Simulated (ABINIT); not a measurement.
Crystal: HgTe (Coloradoite).

```
Hg Te
1.0
     0.00000    3.21450    3.21450
     3.21450    0.00000    3.21450
     3.21450    3.21450    0.00000
Hg Te
1 1
Cartesian
  0.0000 0.0000 0.0000
  4.8217 4.8217 4.8217
```

- Program: ABINIT 10.8.3 (patched build)
- Task: relaxation of cell and atoms
- Functional: PBE
- Potentials or basis: PseudoDojo NC SR PBE v0.4.1 standard
- Cutoff: 1088 eV
- k mesh: 5 × 5 × 5
- Occupations: fermi-dirac, width 0.05 eV
- Spin: no spin polarisation

At the start: pressure 4.8 GPa; volume 33.22 Å³/atom.

Question: How do energy, volume and symmetry change on relaxing?

Answer: Over 5 steps the energy falls by 49.8 meV/atom and the volume is 36.94 Å³/atom (+11.2 %); space group F-43m (No. 216, to 0.05 Å).

Step by step:
| step | energy change (eV) | largest force (eV/Å) | pressure (GPa) | volume (Å³) |
| --- | --- | --- | --- | --- |
| 1 | 0.0000 | 0.0000 | 4.77 | 66.43 |
| 2 | -0.0265 | 0.0000 | 3.97 | 67.40 |
| 3 | -0.0978 | 0.0000 | 0.51 | 72.82 |
| 4 | -0.0995 | 0.0000 | 0.08 | 73.73 |
| 5 | -0.0995 | 0.0000 | 0.00 | 73.89 |

Final structure:
```
Hg Te
1.0
     0.00000    3.33054    3.33054
     3.33054    0.00000    3.33054
     3.33054    3.33054    0.00000
Hg Te
1 1
Direct
  0.00000 0.00000 0.00000
  0.75000 0.75000 0.75000
```

Caveat: the volume moved by +11 % from the deposited cell, more than functionals usually miss.
